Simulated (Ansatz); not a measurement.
Mg, 2 atoms in the cell. The structure is hexagonal, space group P6_3/mmc (No. 194). Conventional cell: a = 3.209 Å, b = 3.209 Å, c = 5.210 Å, α = 90.00°, β = 90.00°, γ = 120.00°. Mg (site symmetry -6m2) has 12 Mg at 3.20 to 3.21 Å as nearest neighbours. 

```yaml
Program: Ansatz 0.2.0
Task: band structure
Functional: LDA
Potentials_or_basis: all-electron LAPW, scalar-relativistic
Cutoff: 104 eV (chosen from the basis error)
Basis_error_allowed: 0.001 eV/atom
k_mesh: 10 × 10 × 5
Occupations: fermi-dirac, width 0.05 eV
Spin: no spin polarisation
```

Potentials or basis: all-electron LAPW, scalar-relativistic.

Launch:

```console
$ ansatz run input.yaml --threads 1 --pin off --max-ram 3072MiB --backend cpu --events-out ev --progress --plain --runs-dir out
```

Hardware: 1 thread of Arm Neoverse V2 (shared host).

Question: How long does it take, and how much memory?

Answer: Run time: 3.2 s on 1 thread of Arm Neoverse V2, on a shared host, peak memory 0.21 GiB. Counts: scf iterations 6, plane waves 111, k points 42, bands 14.
